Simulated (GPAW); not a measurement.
Ta:

```xyz
1
Lattice="-1.6513 1.6513 1.6513 1.6513 -1.6513 1.6513 1.6513 1.6513 -1.6513" Properties=species:S:1:pos:R:3 pbc="T T T"
Ta    0.0000    0.0000    0.0000
```

Program: GPAW 26.7.0. Alike in all runs: no spin polarisation; cell as given; k mesh 11 × 11 × 11; cutoff (eV) 600. Hardware: 1 thread of Arm Neoverse N1 (shared host).

Question: Order these runs on this cell by their wall time, lowest first.
A. task single point; level PBE; potentials or basis GPAW PAW data sets (gpaw-data 1.2.1), pw; smearing gaussian 0.012 eV
B. task band structure; level r2SCAN; potentials or basis GPAW PAW data sets (gpaw-data 1.2.1), pw; smearing fermi-dirac 0.05 eV; band path GHNGPH,PN; band points 100
C. task band structure; level LDA; potentials or basis the program's PAW data sets (release 1.2.1) made for this functional, pw; smearing fermi-dirac 0.05 eV; band path GHNGPH,PN; band points 100

Answer: A (19 s), C (40 s), B (120 s).
